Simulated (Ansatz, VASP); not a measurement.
One calculation of Cl, two programs

```
Cl
1.0
     3.18639   -2.27961    0.00000
     3.18639    2.27961    0.00000
     0.00000    0.00000    8.31804
Cl
4
Direct
  0.37000 0.63000 0.40000
  0.13000 0.87000 0.90000
  0.63000 0.37000 0.60000
  0.87000 0.13000 0.10000
```

Alike in both runs: task single point; functional PBE; k mesh 7 × 7 × 4; occupations fermi-dirac, width 0.05 eV; no spin polarisation.

```csv
,VASP,Ansatz
version,VASP 6.6.1,Ansatz 0.2.0
potentials or method,"VASP PAW PBE potentials, release 64 (Cl)",Ansatz PAW
plane-wave cutoff (eV),520,420
valence electrons in the cell,28,28
```

VASP gave:

* gap on the k mesh at the Fermi level (eV): 2.40
* least direct gap on the mesh (eV): 2.45
* pressure (GPa): -0.7
* largest component of the traceless stress (GPa): 1.66
* rms of the force components (eV/Å): 0.328

Task: Estimate Ansatz's values.

Result: gap on the k mesh at the Fermi level (eV): 2.35; least direct gap on the mesh (eV): 2.40; pressure (GPa): -0.4; largest component of the traceless stress (GPa): 1.40; rms of the force components (eV/Å): 0.237.

Atom by atom the forces differ by 0.093 eV/Å (rms over components).

Caveats: an odd mesh through Γ misses points on the zone boundary, where band edges often lie (VASP); odd divisions of the mesh miss points on the zone boundary, where band edges often lie, so the gap on the mesh can be too wide (Ansatz). A hybrid or GW would open this gap; PBE tends to underestimate it.
